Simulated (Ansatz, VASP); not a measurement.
# Two plane-wave programs on Al

```
Al
1.0
    -1.72916    1.72916    2.97889
     1.72916   -1.72916    2.97889
     1.72916    1.72916   -2.97889
Al
2
Direct
  0.29191 0.29191 0.00000
  0.70809 0.70809 0.00000
```

Alike in both runs: task relaxation of cell and atoms; functional PBE; k mesh 8 × 8 × 8; occupations gaussian, width 0.1 eV; no spin polarisation.

|  | VASP | Ansatz |
| --- | --- | --- |
| version | VASP 6.6.1 | Ansatz 0.2.0 |
| potentials or method | VASP PAW PBE potentials, release 64 (Al) | scalar-relativistic, plane waves, PAW |
| plane-wave cutoff (eV) | 600 | 420 |
| valence electrons in the cell | 6 | 6 |

|  | VASP | Ansatz | Ansatz less VASP |
| --- | --- | --- | --- |
| gap on the k mesh at the Fermi level, each at its own relaxed structure (eV) | none | none | - |
| relaxed volume (Å³/atom) | 20.23 | 20.20 | -0.028 |
| relaxed cell length with the largest relative difference (Å) | 3.854 | 3.854 | -0.0007 |
| energy change over the relaxation (meV/atom) | -298 | -299 | -0.4 |

A gap of «none» marks a metal or a gap that the smearing closes.
